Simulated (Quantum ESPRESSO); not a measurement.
The system is La2O3.

```
La O
1.0
     3.93078    0.00000    0.00000
    -1.96539    3.40415    0.00000
     0.00000    0.00000    6.11195
La O
2 3
Direct
  0.33333 0.66667 0.24624
  0.66667 0.33333 0.75376
  0.00000 0.00000 0.00000
  0.33333 0.66667 0.64589
  0.66667 0.33333 0.35411
```

The cell is a database's computed one.

Base run:

```yaml
Program: Quantum ESPRESSO 7.5
Functional: LDA
Potentials_or_basis: GBRV 1.5 LDA
Cutoff: 612 eV
Density_cutoff: 4898 eV
k_mesh: 8 × 8 × 5
Occupations: fermi-dirac, width 0.05 eV
Spin: no spin polarisation
```

Its results: band gap on the k mesh 3.82 eV, indirect (least direct gap 3.95 eV); pressure -5.9 GPa; largest force 0.143 eV/Å.

Problem. The run is repeated on the same cell with these changes: functional from LDA to PBE; potentials or basis from GBRV 1.5 LDA to SSSP 1.3 efficiency PBE; cutoff from 612 eV to 748 eV; density cutoff from 4898 eV to 5987 eV. What comes out?

Solution. Band gap on the k mesh 3.89 eV, indirect (least direct gap 4.06 eV); pressure 2.4 GPa; largest force 0.053 eV/Å.

Caveats: some levels on the path didn't converge; spin-orbit coupling is left out, which moves the levels of the heavy elements.

A k mesh can miss the band edges.
